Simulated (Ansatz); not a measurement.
BAs under changes of volume

One of the cells (13.626 Å³/atom); the others are scaled copies at fixed shape and fractional positions:

```
CELL_PARAMETERS angstrom
0.00000 2.38850 2.38850
2.38850 0.00000 2.38850
2.38850 2.38850 0.00000
ATOMIC_POSITIONS crystal
As 0.75000 0.75000 0.75000
B 0.00000 0.00000 0.00000
```

```yaml
Program: Ansatz 0.2.0
Functional: rPW86-PBE
Dispersion: rVV10
Potentials_or_basis: Ansatz PAW
Cutoff: "420 eV (not typed: the program's choice for these potentials)"
k_mesh: 10 × 10 × 10
Occupations: fermi-dirac, width 0.05 eV
Spin: no spin polarisation
```

```csv
volume (Å³/atom),energy over the lowest point (meV/atom),pressure (GPa),gap on the mesh (eV)
12.809,57.75,15.3,1.21
13.081,35.05,11.5,1.23
13.354,18.51,8.1,1.24
13.626,?,?,?
13.899,1.46,2.2,1.27
14.171,0.00,-0.4,1.28
14.444,2.65,-2.7,1.29
```

Question: What does the run at 13.626 Å³/atom give?

Answer: Energy over the lowest point 7.46 meV/atom; pressure 5.0 GPa; gap on the mesh 1.26 eV.

Worked out: A Birch-Murnaghan fit of order 3 (a polynomial in V^(-2/3)) to the other rows has its minimum at 14.13 Å³/atom with B0 = V·E''(V) = 127 GPa and B' = 4.2. It gives 7.48 meV/atom at 13.626 Å³/atom, against the run's 7.46, and -dE/dV = 5.0 GPa, against 5.0. A straight line through the other rows of the gap, of slope 0.661 eV per unit of ln V, gives 1.25 eV, against the run's 1.26.

Energies are extrapolated to zero smearing.

Caveats: the PAW data sets come from PBE, with cores solved anew for the run's functional, which leaves a small shift of forces and pressure.

A mesh can miss the band edges. Spin-orbit coupling on As is left out.
